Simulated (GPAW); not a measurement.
# GaN (F-43m) in GPAW: settings compared

The runs below take GaN through elastic constants, phonons, Wannier functions, G0W0 quasiparticle levels, with RPBE+D3, revTPSS+D3(BJ)+ATM, LDA, AM05.

Everything below comes from runs of GPAW 26.7.0. Logs are shortened: lines on timing, memory, paths and dates and some standing lists are left out, and cuts for length are marked. The log counts tension as positive stress, the text compression.

**Experimental background.**

From a printed reference work, textbook, for a bulk crystal of GaN at 0 K: band gap 3.299 eV (direct).

The runs below are set against these values where they give the same quantity.

## Step 1: The crystal as given

The structure is cubic, space group F-43m (No. 216). The conventional cell has a = 4.507 Å, b = 4.507 Å, c = 4.507 Å, α = 90.00°, β = 90.00°, γ = 90.00°. Ga (site symmetry -43m) has 4 N at 1.95 Å as nearest neighbours. Around N (site symmetry -43m) lie 4 Ga at 1.95 Å.

The cell is a database's computed one.

## Step 2: Elastic constants, RPBE+D3, 11.44 Å³/atom

Input file run.py:

```python
import json
import numpy as np
import spglib
from ase.calculators.mixing import SumCalculator
from ase.constraints import FixSymmetry
from ase.filters import FrechetCellFilter
from ase.io import read, write
from ase.optimize import BFGS
from ase.stress import full_3x3_to_voigt_6_stress, voigt_6_to_full_3x3_strain, voigt_6_to_full_3x3_stress
from ase.units import GPa
from dftd3.ase import DFTD3
from gpaw import GPAW, PW

atoms = read('POSCAR')

calc = GPAW(mode=PW(440),
            xc='RPBE',
            kpts={'size': (10, 10, 10), 'gamma': True},
            occupations={'name': 'fermi-dirac', 'width': 0.05},
            nbands=11,
            convergence={'density': 1e-06, 'eigenstates': 1e-09},
            mixer={'backend': 'msr1', 'nmaxold': 20},
            random=True,
            maxiter=100,
            txt='gpaw.txt')
atoms.calc = SumCalculator([calc, DFTD3(method='rpbe', damping='d3zero')])
atoms.set_constraint(FixSymmetry(atoms))
BFGS(FrechetCellFilter(atoms), trajectory='relax.traj', logfile='-').run(fmax=0.005, steps=40)
atoms.set_constraint()
energy = atoms.get_potential_energy()
forces = atoms.get_forces()
stress = atoms.get_stress()
calc.write('gs.gpw')
write('result.traj', atoms)
print('Cell:', atoms.cell.cellpar().round(4))
print(atoms.get_scaled_positions().round(5))

gpts = tuple(int(n) for n in calc.get_number_of_grid_points())
cell = atoms.cell[:].T
dataset = spglib.get_symmetry((atoms.cell[:], atoms.get_scaled_positions(), atoms.numbers), symprec=1e-4)
rotations = [cell @ w @ np.linalg.inv(cell) for w in dataset['rotations']]
strains, clamped, relaxed = [], [], []
for v in [0, 3]:
    for e in (-0.005, 0.005):
        voigt = np.zeros(6)
        voigt[v] = e
        F = voigt_6_to_full_3x3_strain(voigt)
        a = atoms.copy()
        a.set_cell(atoms.cell[:] @ F, scale_atoms=True)
        c = GPAW(mode=PW(440),
                 xc='RPBE',
                 kpts={'size': (10, 10, 10), 'gamma': True},
                 occupations={'name': 'fermi-dirac', 'width': 0.05},
                 nbands=11,
                 convergence={'density': 1e-06, 'eigenstates': 1e-09},
                 mixer={'backend': 'msr1', 'nmaxold': 20},
                 random=True,
                 maxiter=100,
                 gpts=gpts,
                 txt=f'strain-{v}{e:+.3f}.txt')
        a.calc = SumCalculator([c, DFTD3(method='rpbe', damping='d3zero')])
        s0 = s1 = a.get_stress() - stress
        BFGS(a, logfile=None).run(fmax=0.003, steps=25)
        s1 = a.get_stress() - stress
        print(v, e, 'clamped', (s0 / GPa).round(3), 'relaxed', (s1 / GPa).round(3), flush=True)
        for R in rotations:  # images under the point group
            eps = R @ (F - np.eye(3)) @ R.T
            strains.append(full_3x3_to_voigt_6_stress(eps) * [1, 1, 1, 2, 2, 2])
            for s, rows in ((s0, clamped), (s1, relaxed)):
                rows.append(full_3x3_to_voigt_6_stress(R @ voigt_6_to_full_3x3_stress(s) @ R.T))

C0, C = (np.linalg.lstsq(np.array(strains), np.array(s), rcond=None)[0].T / GPa for s in (clamped, relaxed))
print('Clamped-ion Cij (GPa):')
print(C0.round(1))
print('Relaxed-ion Cij (GPa):')
print(C.round(1))
json.dump({'clamped': C0.tolist(), 'relaxed': C.tolist()}, open('elastic.json', 'w'))
```

Input file POSCAR:

```
GaN
1.0
    0.0000000000      2.2535006075      2.2535006075
    2.2535006075      0.0000000000      2.2535006075
    2.2535006075      2.2535006075      0.0000000000
Ga N
1 1
Direct
    0.0000000000      0.0000000000      0.0000000000
    0.2500000000      0.2500000000      0.2500000000
```

Potentials or basis: the program's PAW data sets (release 1.2.1) made for this functional, pw.

On the command line:

```bash
$ OMP_NUM_THREADS=1 python run.py
```

gpaw.txt:

```text
__  _  _
 | _ |_)|_||  |
 |__||  | ||/\| - 26.7.0

Input parameters:
  mode=PW(ecut=440.00000000000006),
  convergence={'density': 1e-06, 'eigenstates': 1e-09},
  kpts=MonkhorstPack(size=(10, 10, 10), gamma=True),
  maxiter=100,
  mixer=MSR1(name='msr1', nmaxold=20, beta=0.05, reg=0.005, gb_scale=1.0, max_A=0.75, trust_scale=1.0, soft_lim=4.0, hard_lim=6.0, weight=20.0, sigma=0.015, g_ss=None),
  nbands=11,
  occupations=Occupations(name='fermi-dirac', width=0.05),
  random=True,
  xc=XC(name='RPBE')
Initializing wave functions with random numbers

           N
       Ga

Atoms  # Å, Bohr magnetons
|   | symbol |        x |        y |        z |    initial magnetic moments |
|---|--------|----------|----------|----------|-----------------------------|
| 0 |     Ga | 0.000000 | 0.000000 | 0.000000 | ( 0.0000,  0.0000,  0.0000) |
| 1 |      N | 1.126750 | 1.126750 | 1.126750 | ( 0.0000,  0.0000,  0.0000) |

Unit cell  # Å
| periodic |        x |        y |        z |  lengths |    angles |
|----------|----------|----------|----------|----------|-----------|
|      yes | 0.000000 | 2.253501 | 2.253501 | 3.186931 | 60.000000 |
|      yes | 2.253501 | 0.000000 | 2.253501 | 3.186931 | 60.000000 |
|      yes | 2.253501 | 2.253501 | 0.000000 | 3.186931 | 60.000000 |

Number of symmetries: 24
Symmetry operations  # r_c * U_cc + t_c -> r_c
|    | kind |            matrix            |
|----|------|------------------------------|
|  0 |  E   |  1, 0, 0,  0, 1, 0,  0, 0, 1 |
|  1 |  σ   |  1, 0, 0,  0, 0, 1,  0, 1, 0 |
|  2 |  σ   |  1, 0,-1,  0, 1,-1,  0, 0,-1 |
|  3 |  C3  |  1, 0,-1,  0, 0,-1,  0, 1,-1 |
|  4 |  C3  |  1,-1, 0,  0,-1, 1,  0,-1, 0 |
|  5 |  σ   |  1,-1, 0,  0,-1, 0,  0,-1, 1 |
|  6 |  σ   |  0, 1, 0,  1, 0, 0,  0, 0, 1 |
|  7 |  C3  |  0, 1, 0,  0, 0, 1,  1, 0, 0 |
|  8 |  C2  |  0, 1,-1,  1, 0,-1,  0, 0,-1 |
|  9 |  S4  |  0, 1,-1,  0, 0,-1,  1, 0,-1 |
| 10 |  C3  |  0, 0, 1,  1, 0, 0,  0, 1, 0 |
| 11 |  σ   |  0, 0, 1,  0, 1, 0,  1, 0, 0 |
| 12 |  S4  |  0, 0,-1,  1, 0,-1,  0, 1,-1 |
| 13 |  C3  |  0, 0,-1,  0, 1,-1,  1, 0,-1 |
| 14 |  S4  |  0,-1, 1,  1,-1, 0,  0,-1, 0 |
| 15 |  C2  |  0,-1, 1,  0,-1, 0,  1,-1, 0 |
[... 185 lines left out ...]
Fermi level: 7.477
Eigenvalues  # (at kpt = [0.000, 0.000, 0.000])
| band index |      eig [eV] | occ [0-2] |
|------------|---------------|-----------|
|          0 |        -9.510 |     2.000 |
|          1 |         6.513 |     2.000 |
|          2 |         6.514 |     2.000 |
|          3 |         6.514 |     2.000 |
|          4 |         8.261 |     0.000 |
|          5 |        17.020 |     0.000 |
|          6 |        17.020 |     0.000 |
|          7 |        17.020 |     0.000 |
|          8 |        24.410 |     0.000 |
|          9 |        24.983 |     0.000 |
|         10 |        24.992 |     0.000 |

Gap: 1.747 eV
Transition (v -> c):
  (s=0, k=0, n=3, [0.00, 0.00, 0.00]) -> (s=0, k=0, n=4, [0.00, 0.00, 0.00])
No difference between direct/indirect transitions

Stress tensor  # eV/Ang^3
|        x |         y |         z |
|----------|-----------|-----------|
| 0.048591 |  0.000000 |  0.000000 |
| 0.000000 |  0.048591 | -0.000000 |
| 0.000000 | -0.000000 |  0.048591 |

Forces  # eV/Ang
|        x |        y |        z |
|----------|----------|----------|
| -0.00000 |  0.00000 | -0.00000 |  # Ga   0
|  0.00000 | -0.00000 |  0.00000 |  # N    1

Interpolating wave functions to new cell

           N
       Ga

Atoms  # Å, Bohr magnetons
|   | symbol |         x |         y |         z |    initial magnetic moments |
|---|--------|-----------|-----------|-----------|-----------------------------|
| 0 |     Ga | -0.000000 | -0.000000 | -0.000000 | ( 0.0000,  0.0000,  0.0000) |
| 1 |      N |  1.119114 |  1.119114 |  1.119114 | ( 0.0000,  0.0000,  0.0000) |

Unit cell  # Å
| periodic |        x |        y |        z |  lengths |    angles |
|----------|----------|----------|----------|----------|-----------|
|      yes | 0.000000 | 2.238229 | 2.238229 | 3.165334 | 60.000000 |
|      yes | 2.238229 | 0.000000 | 2.238229 | 3.165334 | 60.000000 |
|      yes | 2.238229 | 2.238229 | 0.000000 | 3.165334 | 60.000000 |
[... 207 lines left out ...]
Gap: 1.740 eV
Transition (v -> c):
  (s=0, k=0, n=3, [0.00, 0.00, 0.00]) -> (s=0, k=0, n=4, [0.00, 0.00, 0.00])
No difference between direct/indirect transitions

Stress tensor  # eV/Ang^3
|         x |         y |         z |
|-----------|-----------|-----------|
|  0.019719 |  0.000000 | -0.000000 |
|  0.000000 |  0.019719 | -0.000000 |
| -0.000000 | -0.000000 |  0.019719 |

Forces  # eV/Ang
|        x |        y |       z |
|----------|----------|---------|
| -0.00000 |  0.00000 | 0.00000 |  # Ga   0
|  0.00000 | -0.00000 | 0.00000 |  # N    1

Interpolating wave functions to new cell

           N
       Ga

Atoms  # Å, Bohr magnetons
|   | symbol |         x |         y |         z |    initial magnetic moments |
|---|--------|-----------|-----------|-----------|-----------------------------|
| 0 |     Ga | -0.000000 | -0.000000 | -0.000000 | ( 0.0000,  0.0000,  0.0000) |
| 1 |      N |  1.104387 |  1.104387 |  1.104387 | ( 0.0000,  0.0000,  0.0000) |

Unit cell  # Å
| periodic |        x |        y |        z |  lengths |    angles |
|----------|----------|----------|----------|----------|-----------|
|      yes | 0.000000 | 2.208773 | 2.208773 | 3.123677 | 60.000000 |
|      yes | 2.208773 | 0.000000 | 2.208773 | 3.123677 | 60.000000 |
|      yes | 2.208773 | 2.208773 | 0.000000 | 3.123677 | 60.000000 |
[... 207 lines left out ...]
Gap: 2.039 eV
Transition (v -> c):
  (s=0, k=0, n=3, [0.00, 0.00, 0.00]) -> (s=0, k=0, n=4, [0.00, 0.00, 0.00])
No difference between direct/indirect transitions

Stress tensor  # eV/Ang^3
|         x |         y |         z |
|-----------|-----------|-----------|
| -0.044854 | -0.000000 |  0.000000 |
| -0.000000 | -0.044854 |  0.000000 |
|  0.000000 |  0.000000 | -0.044854 |

Forces  # eV/Ang
|        x |        y |       z |
|----------|----------|---------|
| -0.00000 | -0.00000 | 0.00000 |  # Ga   0
| -0.00000 |  0.00000 | 0.00000 |  # N    1

Interpolating wave functions to new cell

           N
       Ga

Atoms  # Å, Bohr magnetons
|   | symbol |         x |         y |         z |    initial magnetic moments |
|---|--------|-----------|-----------|-----------|-----------------------------|
| 0 |     Ga | -0.000000 | -0.000000 | -0.000000 | ( 0.0000,  0.0000,  0.0000) |
| 1 |      N |  1.105533 |  1.105533 |  1.105533 | ( 0.0000,  0.0000,  0.0000) |

Unit cell  # Å
| periodic |        x |        y |        z |  lengths |    angles |
|----------|----------|----------|----------|----------|-----------|
|      yes | 0.000000 | 2.211065 | 2.211065 | 3.126918 | 60.000000 |
|      yes | 2.211065 | 0.000000 | 2.211065 | 3.126918 | 60.000000 |
|      yes | 2.211065 | 2.211065 | 0.000000 | 3.126918 | 60.000000 |
[... 154 lines left out ...]
convergence criteria:
- Maximum integral of absolute [dens]ity change: 1e-06 electrons / valence electron
- Maximum integral of absolute [eigenst]ate change: 1e-09 eV^2 / valence electron
- Maximum [total energy] change in last 3 cyles: 0.0005 eV / valence electron
maximum number of iterations: 100

SCF iterations
|iter     | |      energy | eigst |  dens |
|---------|-|-------------|-------|-------|
|iter:   1| |   -9.859527 | -2.95 |       |
|iter:   2| |   -9.860090 | -5.60 | -2.19 |
|iter:   3| |   -9.864988 | -4.70 | -2.21 |
|iter:   4| |   -9.865501 | -6.34 | -2.71 |
|iter:   5| |   -9.865612c| -6.90 | -3.09 |
|iter:   6| |   -9.865615c| -8.45 | -3.93 |
|iter:   7| |   -9.865615c| -9.66c| -5.01 |
|iter:   8| |   -9.865615c|-10.19c| -5.36 |
|iter:   9| |   -9.865615c|-11.11c| -6.19c|

Converged in 9 steps
Energy contributions relative to reference atoms: (reference = -54374.263960)

Energy contributions:
  Kinetic:          39.485455
  Coulomb:         -32.597776
  Zero:              0.017424
  External:          0.000000
  Xc:              -16.770718
  Entropy:          -0.000000
  Spinorbit:         0.000000
  ----------------------------
  Free energy:      -9.865615
  Extrapolated:     -9.865615

dipole moment: (-12.374842, -12.374842, -12.374842)  # |e|*Ang
[... 17 lines left out ...]
Gap: 2.015 eV
Transition (v -> c):
  (s=0, k=0, n=3, [0.00, 0.00, 0.00]) -> (s=0, k=0, n=4, [0.00, 0.00, 0.00])
No difference between direct/indirect transitions

Stress tensor  # eV/Ang^3
|         x |         y |         z |
|-----------|-----------|-----------|
| -0.039479 |  0.000000 |  0.000000 |
|  0.000000 | -0.039479 |  0.000000 |
|  0.000000 |  0.000000 | -0.039479 |

Forces  # eV/Ang
|       x |        y |        z |
|---------|----------|----------|
| 0.00000 | -0.00000 | -0.00000 |  # Ga   0
| 0.00000 |  0.00000 |  0.00000 |  # N    1

# Writing to gs.gpw (mode='')
```

Run time: 3.3 min. Hardware: 1 thread of Arm Neoverse V1, shared host; peak memory 0.26 GiB.

These settings aren't checked as converged: the numbers below hold their error.

What came out:

- Free energy: -10.4435 eV
- Relaxed volume: 10.81 Å³/atom
- Relaxed cell: a = 3.127 Å, b = 3.127 Å, c = 3.127 Å, α = 60.00°, β = 60.00°, γ = 60.00°
- Space group after relaxing (to 0.05 Å): F-43m (No. 216)
- Pressure after relaxing: 0.0 GPa
- Band gap on the k mesh: 2.02 eV, direct
- Elastic constants C11, C12, C44: 318, 239, 128 GPa
- Voigt bulk modulus: 265 GPa
- Bulk modulus (Hill): 265 GPa
- Shear modulus (Hill): 80 GPa
- Young's modulus: 217 GPa
- Poisson's ratio (from the elastic constants): 0.36
- Dispersion energy per atom: -0.289 eV

Caveat: the cutoff is short for stress and forces, so pressures can be off by a GPa or more; the data sets keep Ga 3d, Li 1s and Be 1s frozen, and some such compounds lay over 1.5 % in volume off other programs; the density grid can change from cell to cell, which puts small steps into energies and stress.

(Part 1 of 4 ends here.)
